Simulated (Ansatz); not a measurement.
**LiCl: what symmetry allows forces and stress to be**

```yaml
crystal:
  lattice:
    - [3.92488, 0.00000, 0.00000]
    - [-1.96244, 3.39905, 0.00000]
    - [0.00000, 0.00000, 6.35716]
  atoms:
    - { symbol: Li, position: [0.66667, 0.33333, 0.87602] }
    - { symbol: Li, position: [0.33333, 0.66667, 0.37602] }
    - { symbol: Cl, position: [0.66667, 0.33333, 0.49898] }
    - { symbol: Cl, position: [0.33333, 0.66667, 0.03438] }
```

Method: DFT PBE, scalar-relativistic, plane waves, PAW (Ansatz 0.2.0).

Plane waves to 420 eV, a k mesh through Γ of 9×9×4 on the computed 4-atom cell and Gaussian smearing (0.02 eV); no spin polarisation.

This distorted cell has space group P3m1, with 6 operations.

Question: Without a calculation: in which directions can each atom feel a force?

Answer: A force must be left unchanged by every operation that keeps its atom in place, so it lies in the space that those operations leave fixed. Atoms that the group maps onto each other feel forces of one size.
```json
{"atom": "Li1", "site symmetry": "3m.", "operations at the site": "6", "equivalent to atom": "1", "allowed force (Cartesian)": "along (0.00, 0.00, 1.00)"}
{"atom": "Li2", "site symmetry": "3m.", "operations at the site": "6", "equivalent to atom": "2", "allowed force (Cartesian)": "along (0.00, 0.00, 1.00)"}
{"atom": "Cl3", "site symmetry": "3m.", "operations at the site": "6", "equivalent to atom": "3", "allowed force (Cartesian)": "along (0.00, 0.00, 1.00)"}
{"atom": "Cl4", "site symmetry": "3m.", "operations at the site": "6", "equivalent to atom": "4", "allowed force (Cartesian)": "along (0.00, 0.00, 1.00)"}
```

That leaves 4 independent force components of 12, tied by 1 condition that the forces sum to zero, so 3 remain. A relaxation in this cell that keeps the symmetry moves the atoms in these directions alone.

Question: And the stress tensor?

Answer: It must be invariant under the point group, which leaves 2 independent components: yz, xz, xy vanish; xx = yy.

Question: Do the computed values obey this?

Answer: Yes. Forces (eV/Å):
```
Li1  0.000  0.000  0.198
Li2  0.000  0.000  0.528
Cl3  0.000  0.000  0.288
Cl4  0.000  0.000 -1.014
```

Stress (GPa, compression positive, xx yy zz yz xz xy): -0.51 -0.51 1.58 0.00 0.00 0.00. The program imposes the same operations on density, forces and stress, so this confirms the analysis and is no independent test of the calculation.

This wurtzite form isn't the usual stable structure of the compound.